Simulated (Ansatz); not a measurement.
`C[O][GaH][O]C` + `F[C](F)F`• → `C[O][Ga][O]C`• + trifluoromethane  (hydrogen abstraction from a Ga–H bond)

Calculated with Ansatz (gas phase, PBE0-D4/def2-TZVP geometries, no zero-point term in ΔE). CBS: MP2 limit from def2 TZ/QZ plus the TZ coupled-cluster correction, frozen cores. This one scheme is used for every species. Functionals use def2-TZVPP. B3LYP here is the variant with VWN-RPA as its local correlation; programs differ in this. HSE06 is defined as in plane-wave codes. Open shells (•) are unrestricted, without spin–orbit coupling. For Ga outer-core shells are correlated without core-valence functions, which leaves a few kJ/mol of doubt a bond. Scalar relativity is left out up to krypton. Each species was taken in one conformer, which may not be the lowest.

```csv
level,ΔE (kJ/mol),difference from CCSD(T)/CBS
LDA (SPW92),-120.6,-10.2
revPBE-D4,-115.8,-5.4
r2SCAN-D4,-106.8,3.6
HSE06-D4,-112.9,-2.5
CAM-B3LYP-D4,-108.1,2.3
ωB97M-V,-118.7,-8.3
PBE-QIDH,-112.5,-2.1
BLYP,-119.5,-9.1
B3LYP,-116.3,-5.9
r2SCAN0,-104.7,5.7
HSE06,-113.9,-3.5
CAM-B3LYP,-109.2,1.2
CCSD/def2-SVP,-108.8,1.6
MP2/def2-TZVPP,-119.3,-8.9
MP2/CBS(def2),-116.2,-5.8
CCSD/CBS(def2),-108.1,2.3
CCSD(T)/CBS,-110.4,0
```

Largest T1 diagnostic among the species: 0.017.

From PBE to PBE0 (25 % exact exchange), in def2-TZVPP and without D4, ΔE moves by +4.6 kJ/mol. Leaving LDA and LC-ωPBE aside and taking each functional with its dispersion term where it has one, the values, not all of them listed here, spread over 14.5 kJ/mol, from ωB97M-V to r2SCAN0-D4. In def2-TZVPP, CCSD(T) changes the Hartree–Fock value by −16.3 kJ/mol (the triples alone add −2.3 kJ/mol) and MP2 by −22.0 kJ/mol.

CCSD(T)/CBS has its own doubt, a few kJ/mol and more with outer-core shells, so smaller differences from it don't rank the levels.
